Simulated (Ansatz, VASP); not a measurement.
MgS in VASP and in Ansatz

```
CELL_PARAMETERS angstrom
-0.06451 2.82299 2.82299
2.82299 -0.06451 2.82299
2.82299 2.82299 -0.06451
ATOMIC_POSITIONS crystal
Mg 0.99797 0.99797 0.99797
S 0.25203 0.25203 0.25203
```

Change from the starting cell: epitaxial_111 strain +2.0%.

Alike in both runs: task single point; functional PBE; k mesh 8 × 8 × 8; occupations fermi-dirac, width 0.02 eV; no spin polarisation.

```csv
,VASP,Ansatz
version,VASP 6.6.1,Ansatz 0.2.0
potentials or method,"VASP PAW PBE potentials, release 64 (Mg, S)","plane waves, PAW"
plane-wave cutoff (eV),520,420
valence electrons in the cell,8,16
```

|  | VASP | Ansatz | Ansatz less VASP |
| --- | --- | --- | --- |
| gap on the k mesh at the Fermi level (eV) | 3.20 | 3.21 | +0.009 |
| pressure (GPa) | -0.5 | -0.4 | +0.15 |
| largest component of the traceless stress (GPa) | 0.68 | 0.67 | -0.004 |
| rms of the force components (eV/Å) | 0.007 | 0.008 | +0.0004 |

Atom by atom the forces differ by 0.000 eV/Å (rms over components). The two sets of potentials don't hold the same shells in valence.
